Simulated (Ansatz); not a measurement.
The system is CdF2.

```
Cd F
1.0
     0.00000    2.69400    2.69400
     2.69400    0.00000    2.69400
     2.69400    2.69400    0.00000
Cd F
1 2
Direct
  0.00000 0.00000 0.00000
  0.75000 0.75000 0.75000
  0.25000 0.25000 0.25000
```

Base run:

```yaml
Program: Ansatz 0.2.0
Functional: r2SCAN
Potentials_or_basis: Ansatz PAW
Cutoff: "500 eV (not typed: the program's choice for these potentials)"
k_mesh: 9 × 9 × 9
Occupations: fermi-dirac, width 0.05 eV
Spin: no spin polarisation
```

Its results: band gap on the k mesh 3.82 eV, indirect (least direct gap 4.31 eV); pressure 0.0 GPa.

Problem. The run is repeated on the same cell with these changes: functional from r2SCAN to BLYP; cutoff from 500 eV (not typed: the program's choice for these potentials) to 420 eV (not typed: the program's choice for these potentials). What comes out?

Solution. Band gap on the k mesh 3.17 eV, indirect (least direct gap 3.63 eV); pressure 8.6 GPa.

r2SCAN gives the wider gap, since meta-GGAs in the generalised Kohn-Sham scheme recover part of the derivative discontinuity.

Caveats: the PAW data sets come from PBE, with cores solved anew for the run's functional, which leaves a small shift of forces and pressure.
